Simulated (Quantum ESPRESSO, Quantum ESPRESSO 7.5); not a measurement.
## 2H-MoS2, 2 layers, AA' stacking: a series in biaxial strain

Aim: how the results for 2H-MoS2, 2 layers, AA' stacking change with biaxial strain.

Program: Quantum ESPRESSO 7.5. Level of theory: plane-wave DFT, PBE, GBRV ultrasoft pseudopotentials (geometry by pw.x at PBE-D3(BJ), GBRV ultrasoft). Results are calculated unless marked as measured.

## (1) Starting point

The cell holds 6 atoms: 4 S and 2 Mo. Cell: a = 3.180 Å, b = 3.180 Å, c = 24.725 Å, α = 90.0°, β = 90.0°, γ = 120.0°. It derives from MoS2. Vacuum lies along c.

Set-up: Cell and atoms are first relaxed with a D3(BJ) correction; each strained cell is then held and the atoms relax in it. A periodic run with 15 Å of vacuum in the starting cell gives the vacuum levels, and bands follow along a path.

Members -2, -1, 0, 1 and 2 took the same steps and show in the table alone.

## (2) Relaxing cell and ions of the reference

What the set-up leaves free in this member is relaxed.

ref.relax.in

```
&control
  prefix = 'ref.relax'
  outdir = './out'
  pseudo_dir = './pseudo'
  nstep = 80
  forc_conv_thr = 0.0004
  calculation = 'vc-relax'
  etot_conv_thr = 1e-06
/
&system
  ibrav = 0
  nat = 6
  ntyp = 2
  ecutwfc = 50
  ecutrho = 250
  vdw_corr = 'grimme-d3'
  dftd3_version = 4
  occupations = 'smearing'
  smearing = 'fd'
  degauss = 0.004
/
&electrons
  conv_thr = 1e-09
  mixing_beta = 0.4
  electron_maxstep = 120
  mixing_mode = 'plain'
/
&ions
/
&cell
  cell_dofree = '2Dxy'
  press_conv_thr = 0.3
/
ATOMIC_SPECIES
  S   32.0600  s_pbe_v1.4.uspp.F.UPF
  Mo  95.9500  mo_pbe_v1.uspp.F.UPF
CELL_PARAMETERS angstrom
  3.18000000000000 0.00000000000000 0.00000000000000
  -1.59000000000000 2.75396078403451 0.00000000000000
  0.00000000000000 0.00000000000000 24.72519547599916
ATOMIC_POSITIONS crystal
  S   0.333333333300 0.666666666700 0.303334305578
  Mo  0.000000000000 0.000000000000 0.369311493527
  S   0.333333333300 0.666666666700 0.435288681477
  S   0.000000000000 0.000000000000 0.564711318523
  Mo  0.333333333300 0.666666666700 0.630688506473
  S   0.000000000000 0.000000000000 0.696665694422
K_POINTS automatic
  12 12 1 0 0 0
```

The run is started by

```console
$ OMP_NUM_THREADS=1 mpirun -n 4 pw.x -nk 4 -in ref.relax.in > ref.relax.out
```

The log of the run:

```text
Program PWSCF v.7.5 starts
[citation notice left out]

     Parallel version (MPI & OpenMP), running on       4 processor cores
     Number of MPI processes:                 4
     Threads/MPI process:                     1

     MPI processes distributed on     1 nodes
[...]
Current dimensions of program PWSCF are:
     Max number of different atomic species (ntypx) = 10
     Max number of k-points (npk) =  40000
     Max angular momentum in pseudopotentials (lmaxx) =  4
     Message from routine setup:
     using ibrav=0 with symmetry is DISCOURAGED, use correct ibrav instead

     K-points division:     npool     =       4
     Subspace diagonalization in iterative solution of the eigenvalue problem:
     a serial algorithm will be used

     G-vector sticks info
     --------------------
     sticks:   dense  smooth     PW     G-vecs:    dense   smooth      PW
     Sum         625     499    151                97387    69949   11593

     Using Slab Decomposition

     bravais-lattice index     =            0
     lattice parameter (alat)  =       6.0093  a.u.
     unit-cell volume          =    1461.2388 (a.u.)^3
     number of atoms/cell      =            6
     number of atomic types    =            2
     number of electrons       =        52.00
     number of Kohn-Sham states=           31
     kinetic-energy cutoff     =      50.0000  Ry
     charge density cutoff     =     250.0000  Ry
     scf convergence threshold =      1.0E-09
     mixing beta               =       0.4000
     number of iterations used =            8  plain     mixing
     energy convergence thresh.=      1.0E-06
     force convergence thresh. =      4.0E-04
     press convergence thresh. =      3.0E-01
     Exchange-correlation= SLA  PW   PBE  PBE
                           (   1   4   3   4   0   0   0)
     nstep                     =           80

     celldm(1)=   6.009329  celldm(2)=   0.000000  celldm(3)=   0.000000
     celldm(4)=   0.000000  celldm(5)=   0.000000  celldm(6)=   0.000000

     crystal axes: (cart. coord. in units of alat)
               a(1) = (   1.000000   0.000000   0.000000 )
               a(2) = (  -0.500000   0.866025   0.000000 )
               a(3) = (   0.000000   0.000000   7.775219 )

     reciprocal axes: (cart. coord. in units 2 pi/alat)
               b(1) = (  1.000000  0.577350 -0.000000 )
               b(2) = (  0.000000  1.154701  0.000000 )
               b(3) = (  0.000000 -0.000000  0.128614 )

     PseudoPot. # 1 for S  read from file:
     ./pseudo/s_pbe_v1.4.uspp.F.UPF
     Pseudo is Ultrasoft + core correction, Zval =  6.0
     Generated by new atomic code, or converted to UPF format
     Using radial grid of  907 points,  6 beta functions with:
                l(1) =   0
                l(2) =   0
                l(3) =   1
                l(4) =   1
                l(5) =   2
                l(6) =   2
     Q(r) pseudized with  8 coefficients,  rinner =    1.300   1.300   1.300
                                                       1.300   1.300

     PseudoPot. # 2 for Mo read from file:
     ./pseudo/mo_pbe_v1.uspp.F.UPF
     Pseudo is Ultrasoft + core correction, Zval = 14.0
     Generated by new atomic code, or converted to UPF format
     Using radial grid of  889 points,  6 beta functions with:
                l(1) =   0
                l(2) =   0
                l(3) =   1
                l(4) =   1
                l(5) =   2
                l(6) =   2
     Q(r) pseudized with  6 coefficients,  rinner =    1.000   1.000   1.000
                                                       1.000   1.000

     atomic species   valence    mass     pseudopotential
     S                 6.00    32.06000     S ( 1.00)
     Mo               14.00    95.95000     Mo( 1.00)

     12 Sym. Ops., with inversion, found ( 6 have fractional translation)

   Cartesian axes

     site n.     atom                  positions (alat units)
         1        S      tau(   1) = (  -0.0000000   0.5773503   2.3584906  )
         2        Mo     tau(   2) = (   0.0000000   0.0000000   2.8714776  )
         3        S      tau(   3) = (  -0.0000000   0.5773503   3.3844647  )
         4        S      tau(   4) = (   0.0000000   0.0000000   4.3907540  )
         5        Mo     tau(   5) = (  -0.0000000   0.5773503   4.9037411  )
         6        S      tau(   6) = (   0.0000000   0.0000000   5.4167281  )

     --------------------------------------------
     DFT-D3 Dispersion Correction (3-body terms):
     --------------------------------------------
       Reference C6 values for interpolation:

         atom   Coordination number   C6
         S          0.000           268.01
         S          0.995           261.99
         S          1.990           251.62
         Mo         0.000          1691.79
         Mo         1.942          1004.01
         Mo        11.056           674.22

       Values used:

         atom   Coordination number  R0_AB[au]  C6      C8
         S          3.607            3.128    251.62  12327.25
         Mo         9.922            3.547    674.22  77634.20
         S          3.661            3.128    251.62  12327.25
         S          3.661            3.128    251.62  12327.25
         Mo         9.922            3.547    674.22  77634.20
         S          3.607            3.128    251.62  12327.25

         Molecular C6 ( Ry / a.u.^6 ) =     13294.63

     number of k points=    19  Fermi-Dirac smearing, width (Ry)=  0.0040
                       cart. coord. in units 2pi/alat
        k(    1) = (   0.0000000   0.0000000   0.0000000), wk =   0.0138889
        k(    2) = (   0.0000000   0.0962250   0.0000000), wk =   0.0833333
        k(    3) = (   0.0000000   0.1924501   0.0000000), wk =   0.0833333
        k(    4) = (   0.0000000   0.2886751   0.0000000), wk =   0.0833333
        k(    5) = (   0.0000000   0.3849002   0.0000000), wk =   0.0833333
        k(    6) = (   0.0000000   0.4811252   0.0000000), wk =   0.0833333
        k(    7) = (   0.0000000  -0.5773503   0.0000000), wk =   0.0416667
        k(    8) = (   0.0833333   0.1443376   0.0000000), wk =   0.0833333
        k(    9) = (   0.0833333   0.2405626   0.0000000), wk =   0.1666667
        k(   10) = (   0.0833333   0.3367877   0.0000000), wk =   0.1666667
[...]
k(   19) = (   0.3333333   0.5773503   0.0000000), wk =   0.0277778

     Dense  grid:    97387 G-vectors     FFT dimensions: (  36,  36, 240)

     Smooth grid:    69949 G-vectors     FFT dimensions: (  27,  27, 216)

[...]
atom    4 type  1   force =     0.00000000   -0.00000000    0.00487592
     atom    5 type  2   force =     0.00000000    0.00000000   -0.00105393
     atom    6 type  1   force =    -0.00000000   -0.00000000   -0.00708666

     Total force =     0.012256     Total SCF correction =     0.000069

     Computing stress (Cartesian axis) and pressure

     negative rho (up, down):  2.471E-03 0.000E+00
          total   stress  (Ry/bohr**3)                   (kbar)     P=       -4.27
  -0.00000385  -0.00000000   0.00000000           -0.57       -0.00        0.00
  -0.00000000  -0.00000385   0.00000000           -0.00       -0.57        0.00
   0.00000000   0.00000000  -0.00007947            0.00        0.00      -11.69

     Energy error            =      4.6E-03 Ry
     Gradient error          =      7.1E-03 Ry/Bohr
     Cell gradient error     =      5.7E-01 kbar

     number of scf cycles    =   3
     number of bfgs steps    =   2

     enthalpy           old  =    -375.6116822799 Ry
     enthalpy           new  =    -375.6162620451 Ry

     CASE: enthalpy          _new < enthalpy          _old

     new trust radius        =       0.0138160531 bohr
     new conv_thr            =       0.0000000002 Ry

     new unit-cell volume =   1429.52467 a.u.^3 (   211.83370 Ang^3 )
     density =      2.50954 g/cm^3

CELL_PARAMETERS (angstrom)
   3.145301949  -0.000000000   0.000000000
  -1.572650974   2.723911390   0.000000000
   0.000000000   0.000000000  24.725195476

ATOMIC_POSITIONS (crystal)
S                0.3333333333        0.6666666667        0.3058395060
Mo              -0.0000000000       -0.0000000000        0.3694007216
S                0.3333333333        0.6666666667        0.4329607413
S               -0.0000000000       -0.0000000000        0.5670392587
Mo               0.3333333333        0.6666666667        0.6305992784
S                0.0000000000        0.0000000000        0.6941604940

[...]
NEW-OLD atomic charge density approx. for the potential
     New effective cutoffs (rho, wfc):  255.44   51.10

     Check: negative core charge=   -0.000001

     negative rho (up, down):  2.463E-03 0.000E+00

     total cpu time spent up to now is      121.8 secs

     per-process dynamical memory:   114.8 Mb

[...]
!    total energy              =    -375.61642637 Ry
[...]
Total force =     0.003103     Total SCF correction =     0.000032
[...]
number of bfgs steps    =   3
[...]
new trust radius        =       0.0031853415 bohr
[...]
!    total energy              =    -375.61645599 Ry
[...]
Total force =     0.002804     Total SCF correction =     0.000014
[...]
number of bfgs steps    =   4
[...]
WARNING: bfgs curvature condition failed, Theta= 0.977
     new trust radius        =       0.0035038756 bohr
[...]
!    total energy              =    -375.61648467 Ry
[...]
Total force =     0.002751     Total SCF correction =     0.000041
[...]
number of bfgs steps    =   5
[...]
new trust radius        =       0.0052558135 bohr
[...]
!    total energy              =    -375.61754237 Ry
[...]
Total force =     0.002672     Total SCF correction =     0.000012
[...]
number of bfgs steps    =  15
[...]
new trust radius        =       0.1298387336 bohr
[...]
Self-consistent Calculation

     iteration #  1     ecut=    50.00 Ry     beta= 0.40
     Davidson diagonalization with overlap
     ethr =  1.00E-06,  avg # of iterations = 12.6

     negative rho (up, down):  2.681E-03 0.000E+00

     total cpu time spent up to now is      606.9 secs

     total energy              =    -375.61585105 Ry
     estimated scf accuracy    <       0.00525505 Ry

[...]
iteration # 14     ecut=    50.00 Ry     beta= 0.40
[...]
negative rho (up, down):  2.685E-03 0.000E+00

[...]
End of self-consistent calculation

          k = 0.0000 0.0000 0.0000 (  8745 PWs)   bands (ev):

   -58.6736 -58.6736 -32.8208 -32.8207 -32.5948 -32.5948 -32.5948 -32.5948
   -12.0800 -11.9041 -10.7912 -10.5249  -3.8293  -3.2224  -0.4286  -0.4286
    -0.4197  -0.4197  -0.1929   0.6832   0.6832   0.7134   0.7134   0.9516
     1.9769   2.7305   4.9801   4.9801   5.0030   5.0030   5.1980

          k =-0.0000 0.0967 0.0000 (  8719 PWs)   bands (ev):

   -58.6709 -58.6709 -32.8154 -32.8154 -32.6220 -32.6220 -32.6010 -32.6009
   -11.9746 -11.7995 -10.7434 -10.4853  -3.7116  -3.1060  -0.6650  -0.6503
    -0.4786  -0.3210  -0.3084   0.1643   0.5148   0.5479   0.8603   1.2786
     1.9577   2.5695   4.8642   4.8799   4.9776   5.0322   5.0450

          k =-0.0000 0.1935 0.0000 (  8722 PWs)   bands (ev):

   -58.6635 -58.6635 -32.8007 -32.8007 -32.6958 -32.6958 -32.6178 -32.6178
   -11.6742 -11.5026 -10.6072 -10.3734  -3.4112  -2.8224  -1.2214  -1.1736
    -1.0012  -0.5304  -0.0251   0.0018   0.1233   0.1582   0.9077   1.3345
     1.8080   2.0656   4.4471   4.6658   4.7778   4.7823   4.9189

          k =-0.0000 0.2902 0.0000 (  8690 PWs)   bands (ev):

   -58.6533 -58.6533 -32.7953 -32.7953 -32.7806 -32.7806 -32.6407 -32.6407
   -11.2269 -11.0648 -10.4051 -10.2108  -3.1436  -2.6809  -1.8018  -1.6056
    -1.5148  -1.2104  -0.3250  -0.2789   0.3982   0.4389   0.6746   1.0407
     1.4172   1.4924   4.2290   4.5140   4.6214   4.6475   5.0548

          k =-0.0000 0.3870 0.0000 (  8724 PWs)   bands (ev):

   -58.6432 -58.6432 -32.8933 -32.8933 -32.7605 -32.7604 -32.6635 -32.6635
   -10.7189 -10.5774 -10.1784 -10.0368  -3.2647  -3.0104  -2.2749  -2.0124
    -1.8175  -1.5008  -0.6958  -0.6465   0.3803   0.6734   0.8066   0.8799
     1.1360   1.2852   4.3964   4.4013   4.4951   4.7611   5.4869

          k =-0.0000 0.4837 0.0000 (  8752 PWs)   bands (ev):

   -58.6357 -58.6357 -32.9642 -32.9642 -32.7457 -32.7456 -32.6801 -32.6801
   -10.2860 -10.1781  -9.9883  -9.9064  -3.6034  -3.4052  -2.6592  -2.4618
    -1.9948  -1.6311  -0.9365  -0.8852   0.2201   0.4341   1.0808   1.1896
     1.3044   1.4496   4.4351   4.4867   4.7420   4.9679   5.7952

[...]
the Fermi energy is     3.2640 ev

!    total energy              =    -375.61764002 Ry
     estimated scf accuracy    <          4.8E-12 Ry
     smearing contrib. (-TS)   =      -0.00000010 Ry
     internal energy E=F+TS    =    -375.61763992 Ry

     The total energy is F=E-TS. E is the sum of the following terms:
     one-electron contribution =   -2699.51590226 Ry
     hartree contribution      =    1356.59719195 Ry
     xc contribution           =     -72.63387598 Ry
     ewald contribution        =    1040.09245386 Ry
     DFT-D3 Dispersion         =      -0.15750749 Ry

     convergence has been achieved in  14 iterations

     negative rho (up, down):  2.685E-03 0.000E+00

     Forces acting on atoms (cartesian axes, Ry/au):

     atom    1 type  1   force =     0.00000000    0.00000000   -0.00093059
     atom    2 type  2   force =     0.00000000    0.00000000   -0.00074577
     atom    3 type  1   force =    -0.00000000   -0.00000000    0.00037632
     atom    4 type  1   force =    -0.00000000   -0.00000000   -0.00037632
     atom    5 type  2   force =    -0.00000000   -0.00000000    0.00074577
     atom    6 type  1   force =     0.00000000    0.00000000    0.00093059

     Total force =     0.001768     Total SCF correction =     0.000007

     Computing stress (Cartesian axis) and pressure

     negative rho (up, down):  2.685E-03 0.000E+00
          total   stress  (Ry/bohr**3)                   (kbar)     P=       -1.84
  -0.00002548   0.00000000   0.00000000           -3.75        0.00        0.00
   0.00000000  -0.0000254
```

Run time: 14 min. Hardware: 4 MPI ranks of Arm Neoverse V2, shared host; peak memory 0.92 GiB; 56 min of CPU time.

Relaxation path:

```
step  energy less that of the first step (eV)  largest force (eV/Å)  volume (Å³)
   1                                   0.0000                1.2640       216.53
   2                                  -0.1349                0.7662       214.29
   3                                  -0.1973                0.1822       212.10
   4                                  -0.1995                0.0477       211.83
   5                                  -0.1999                0.0366       212.00
   6                                  -0.2003                0.0315       212.19
   7                                  -0.2008                0.0320       212.49
   8                                  -0.2012                0.0402       212.88
   9                                  -0.2016                0.0471       213.24
  10                                  -0.2020                0.0520       213.51
  11                                  -0.2026                0.0553       213.70
  12                                  -0.2035                0.0584       213.91
  13                                  -0.2051                0.0610       214.14
  14                                  -0.2073                0.0619       214.37
  15                                  -0.2105                0.0574       214.53
  16                                  -0.2147                0.0393       214.59
  17                                  -0.2160                0.0239       214.23
  18                                  -0.2179                0.0214       213.90
  19                                  -0.2187                0.0117       213.34
  20                                  -0.2190                0.0032       212.94
  21                                  -0.2190                0.0003       212.89
  22                                  -0.2184                0.0013       212.89
```

```csv
cell as run,before,after,change
a (Å),3.180,3.153,-0.8 %
b (Å),3.180,3.153,-0.8 %
```

The atoms that moved most (Å, along periodic axes as changes of fractional coordinates times the final cell, across vacuum about the mean position):

| atom | dx | dy | dz | length |
| --- | --- | --- | --- | --- |
| S6 | 0.000 | 0.000 | -0.239 | 0.239 |
| S1 | 0.000 | 0.000 | 0.239 | 0.239 |
| Mo2 | 0.000 | 0.000 | 0.174 | 0.174 |
| Mo5 | 0.000 | 0.000 | -0.174 | 0.174 |
| S3 | 0.000 | 0.000 | 0.108 | 0.108 |
| S4 | 0.000 | 0.000 | -0.108 | 0.108 |

 The last row is no step: it is a fresh SCF in the final cell with a new plane-wave basis, +1 meV from the row before.

This step gave:

```
free energy  : -5110.5407 eV
Fermi energy : 3.285 eV
```

[end of part 1 of 8]

[Logs are printed without paths, hosts, clocks, repeated set-up lines and the standing remarks that a program may print on its own settings, such as how far it seeks lower states.]

[Hosts, paths, dates, database ids (printed as entryN), source tags and the programs' standing remarks are cut or masked in the printed files.]

[Maps of the electrostatic potential energy from Ansatz leave out the sawtooth potential of an applied field or a dipole correction, so their vacuum need not be flat; planar profiles and work functions include it.]
